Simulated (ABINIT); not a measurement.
# ZnS (F-43m) in ABINIT: further runs

One crystal, ZnS, is run at these levels: PBE, HSE06; tasks: single point.

All numbers are computed with ABINIT 10.8.3 (patched build); they aren't measurements. Logs are shortened: lines on timing, memory, paths and dates and some standing lists are left out, and cuts for length are marked. The log counts tension as positive stress, the text compression.

**The experiment to reproduce.**

“Electronic, vibrational, and thermodynamic properties of ZnS (zincblende and rocksalt structure)”, 2009, arxiv:0911.5022 quotes, for a bulk crystal of ZnS at 19 K: band gap 3.85 eV (direct).

How close the calculation comes is told below.

## (1) The structure

It takes space group F-43m (No. 216, cubic). Conventional cell: a = 5.404 Å, b = 5.404 Å, c = 5.404 Å, α = 90.00°, β = 90.00°, γ = 90.00°. Around Zn (site symmetry -43m) lie 4 S at 2.34 Å. S (site symmetry -43m) has 4 Zn at 2.34 Å as nearest neighbours.

## (2) Single point, PBE

File run.abi:

```
pp_dirpath "./"
pseudos "30_Zn_20_1.9_2.3_pbe_n_v1.0.psp8, 16_S_6_1.8_1.9_pbe_n_v1.0.psp8"

acell 7.2210310021 7.2210310021 7.2210310021
rprim
     0.0000000000     0.7071067812     0.7071067812
     0.7071067812     0.0000000000     0.7071067812
     0.7071067812     0.7071067812     0.0000000000
ntypat 2
znucl 30 16
natom 2
typat 1 2
xcart
     7.6590599831     7.6590599831     7.6590599831
     0.0000000000     0.0000000000     0.0000000000

ecut 30.0

kptopt 1
ngkpt 6 6 6
nshiftk 1
shiftk 0.0 0.0 0.0

ixc 11

nband 15
occopt 1

nstep 100
tolvrs 1.0e-10
diemac 6.0

iomode 3
prtwf 0
prtden 0
prteig 0
prtebands 0
enunit 1
```

Potentials or basis: SPMS NC PBE v1.0.

Started as:

```
$ mpirun --bind-to none -np 8 abinit run.abi > log 2>&1
```

run.abo:

```text
.Version 10.8.3 of ABINIT
 Symmetries : space group F-4 3 m (#216); Bravais cF (face-center cubic)
================================================================================
 Values of the parameters that define the memory need of the present run
     intxc =       0    ionmov =       0      iscf =       7    lmnmax =       6
     lnmax =       6     mgfft =      36  mpssoang =       3    mqgrid =    3001
     natom =       2  nloc_mem =       1    nspden =       1   nspinor =       1
    nsppol =       1      nsym =      24    n1xccc =    2501    ntypat =       2
    occopt =       1   xclevel =       2
       mpw =        2114          nfft =       46656          nkpt =          16
================================================================================
================================================================================

--------------------------------------------------------------------------------
------------- Echo of variables that govern the present computation ------------
--------------------------------------------------------------------------------
 -outvars: echo values of preprocessed input variables --------
            acell      7.2210310021E+00  7.2210310021E+00  7.2210310021E+00 Bohr
              amu      6.53900000E+01  3.20660000E+01
           diemac      6.00000000E+00
             ecut      3.00000000E+01 Hartree
           enunit           1
              ixc          11
         kptrlatt        6    0    0      0    6    0      0    0    6
          kptrlen      4.33261860E+01
            natom           2
            nband          15
            ngfft          36      36      36
             nkpt          16
            nstep         100
             nsym          24
           ntypat           2
           prtden           0
        prtebands           0
           prteig           0
            prtwf           0
            rprim      0.0000000000E+00  7.0710678120E-01  7.0710678120E-01
                       7.0710678120E-01  0.0000000000E+00  7.0710678120E-01
                       7.0710678120E-01  7.0710678120E-01  0.0000000000E+00
          spgroup         216
           tolvrs      1.00000000E-10
            typat      1  2
           xangst      4.0529999972E+00  4.0529999972E+00  4.0529999972E+00
                      -8.4940127209E-11 -8.4939602240E-11 -8.4939602240E-11
            xcart      7.6590599831E+00  7.6590599831E+00  7.6590599831E+00
                      -1.6051357753E-10 -1.6051258548E-10 -1.6051258548E-10
             xred      7.4999999998E-01  7.4999999998E-01  7.4999999998E-01
                      -1.5717815938E-11 -1.5718010227E-11 -1.5718010227E-11
            znucl       30.00000   16.00000

================================================================================

 chkinp: Checking input parameters for consistency.

================================================================================
== DATASET  1 ==================================================================

--- !DatasetInfo
[... 97 lines left out ...]
 ------------------------------------------------
 Atom  Sphere_radius  Integrated_density
    1        2.00000         18.12989185
    2        2.00000          3.95645040
================================================================================

 ----iterations are completed or convergence reached----

 Mean square residual over all n,k,spin=   36.983E-09; max=  88.758E-07
 reduced coordinates (array xred) for    2 atoms
       0.749999999984      0.749999999984      0.749999999984
      -0.000000000016     -0.000000000016     -0.000000000016
 rms dE/dt=  2.4956E-23; max dE/dt=  3.5293E-23; dE/dt below (all hartree)
    1      -0.000000000000     -0.000000000000      0.000000000000
    2       0.000000000000      0.000000000000      0.000000000000

 cartesian coordinates (angstrom) at end:
    1      4.05299999724604     4.05299999724604     4.05299999724604
    2     -0.00000000008494    -0.00000000008494    -0.00000000008494

 cartesian forces (hartree/bohr) at end:
    1     -0.00000000000000    -0.00000000000000     0.00000000000000
    2      0.00000000000000     0.00000000000000    -0.00000000000000
 frms,max,avg= 3.3088766E-24 5.1840134E-24   0.000E+00  0.000E+00  0.000E+00 h/b

 cartesian forces (eV/Angstrom) at end:
    1     -0.00000000000000    -0.00000000000000     0.00000000000000
    2      0.00000000000000     0.00000000000000    -0.00000000000000
 frms,max,avg= 1.7014928E-22 2.6657269E-22   0.000E+00  0.000E+00  0.000E+00 e/A
 length scales=  7.221031002100  7.221031002100  7.221031002100 bohr
              =  3.821205042943  3.821205042943  3.821205042943 angstroms
 Fermi (or HOMO) energy (eV) =   2.48686   Average Vxc (eV)=  -9.93688
 Eigenvalues (   eV  ) for nkpt=  16  k points:
 kpt#   1, nband= 15, wtk=  0.00463, kpt=  0.0000  0.0000  0.0000 (reduced coord)
-122.43300  -76.58161  -76.58161  -76.58161  -10.64900   -3.84732   -3.84732   -3.84732
  -3.35059   -3.35059    2.48686    2.48686    2.48686    4.59979    8.86690
 prteigrs : prtvol=0 or 1, do not print more k-points.

--- !EnergyTerms
iteration_state     : {dtset: 1, }
comment             : Components of total free energy in Hartree
kinetic             :  8.29059657434328E+01
hartree             :  8.12502884302357E+01
xc                  : -2.35747584826448E+01
Ewald energy        : -1.07297656398597E+02
psp_core            :  5.01054423203326E+00
local_psp           : -1.77212451597006E+02
non_local_psp       : -6.93913282802849E+01
total_energy        : -2.08309396352831E+02
total_energy_eV     : -5.66838744282402E+03
band_energy         : -2.78788521173884E+01
...

 Cartesian components of stress tensor (hartree/bohr^3)
  sigma(1 1)= -6.10479627E-05  sigma(3 2)=  0.00000000E+00
  sigma(2 2)= -6.10479627E-05  sigma(3 1)=  0.00000000E+00
  sigma(3 3)= -6.10479627E-05  sigma(2 1)=  0.00000000E+00

-Cartesian components of stress tensor (GPa)         [Pressure=  1.7961E+00 GPa]
- sigma(1 1)= -1.79609307E+00  sigma(3 2)=  0.00000000E+00
- sigma(2 2)= -1.79609307E+00  sigma(3 1)=  0.00000000E+00
- sigma(3 3)= -1.79609307E+00  sigma(2 1)=  0.00000000E+00

== END DATASET(S) ==============================================================
================================================================================

 -outvars: echo values of variables after computation  --------
            acell      7.2210310021E+00  7.2210310021E+00  7.2210310021E+00 Bohr
           etotal     -2.0830939635E+02
            fcart     -1.7280044587E-24 -1.7280044587E-24  5.1840133762E-24
                       1.7280044587E-24  1.7280044587E-24 -5.1840133762E-24
            rprim      0.0000000000E+00  7.0710678120E-01  7.0710678120E-01
                       7.0710678120E-01  0.0000000000E+00  7.0710678120E-01
                       7.0710678120E-01  7.0710678120E-01  0.0000000000E+00
           strten     -6.1047962716E-05 -6.1047962716E-05 -6.1047962716E-05
                       0.0000000000E+00  0.0000000000E+00  0.0000000000E+00
           xangst      4.0529999972E+00  4.0529999972E+00  4.0529999972E+00
                      -8.4940127209E-11 -8.4939602240E-11 -8.4939602240E-11
             xred      7.4999999998E-01  7.4999999998E-01  7.4999999998E-01
                      -1.5717815938E-11 -1.5718010227E-11 -1.5718010227E-11
 Calculation completed.
```

Wall time 2.4 s (8 MPI ranks of Intel Xeon 6975P-C (Granite Rapids), shared host); peak memory 0.48 GiB.

Results:

```
Free energy                                           : -5668.3874 eV
Pressure                                              : 1.8 GPa
Band gap on the k mesh                                : 2.11 eV, direct
Valence electrons inside the program's atomic spheres : Zn 18.13; S 3.96
```

Levels at points of the mesh, in eV from the valence-band top:
```csv
k point,band 10,band 11,band 12,band 13,band 14,band 15
"(0.00, 0.00, 0.00)",-5.84,0.00,0.00,0.00,2.11,6.38
"(0.50, 0.00, 0.00)",-5.64,-5.28,-0.86,-0.86,3.31,6.91
"(0.50, 0.50, 0.00)",-5.62,-4.55,-2.21,-2.21,3.41,4.07
```

## (3) Single point, HSE06

run.abi, as its differences from that of step 2:

```diff
@@ -23,3 +23,3 @@
 
-ixc 11
+ixc -428
 
@@ -28,5 +28,5 @@
 
-nstep 100
-tolvrs 1.0e-10
+nstep 60
 diemac 6.0
+toldfe 1.0e-7
```

Potentials or basis: SPMS NC PBE v1.0.

Started as:

```
$ mpirun --bind-to none -np 8 abinit run.abi > log 2>&1
```

It took 48 min on 8 MPI ranks of Intel Xeon 6975P-C (Granite Rapids), shared host; peak memory 1.4 GiB.

The run converged. Its results:

- Free energy: -5668.3199 eV
- Pressure: 0.3 GPa
- Band gap on the k mesh: 3.17 eV, direct
- Valence electrons inside the program's atomic spheres: Zn 18.14; S 3.96

Levels at points of the mesh, in eV from the valence-band top:
| k point | band 9 | band 10 | band 11 | band 12 | band 13 | band 14 | band 15 |
| --- | --- | --- | --- | --- | --- | --- | --- |
| (0.00, 0.00, 0.00) | -7.22 | -7.22 | 0.00 | 0.00 | 0.00 | 3.17 | 7.62 |
| (0.50, 0.00, 0.00) | -7.19 | -6.98 | -5.67 | -0.93 | -0.93 | 4.41 | 8.13 |
| (0.50, 0.50, 0.00) | -7.15 | -6.95 | -5.05 | -2.37 | -2.37 | 4.32 | 5.15 |

Caveat: Libxc's HSE differs a little from that of other programs; the potentials were made for another functional, which shifts forces and pressure.

## (4) Comparison with measurements

Step 2. Measured gap of ZnS: 3.85 eV (direct; 19 K; quoted in “Electronic, vibrational, and thermodynamic properties of ZnS (zincblende and rocksalt structure)”, 2009, arxiv:0911.5022). This calculation gives 2.11 eV (-1.74 eV). The value is that of PBE, without temperature or zero-point motion. Semilocal functionals fall short of measured gaps as a rule.

Step 3. Measured gap of ZnS: 3.85 eV (direct; 19 K; quoted in “Electronic, vibrational, and thermodynamic properties of ZnS (zincblende and rocksalt structure)”, 2009, arxiv:0911.5022). This calculation gives 3.17 eV (-0.68 eV). The value is that of HSE06, without temperature or zero-point motion.
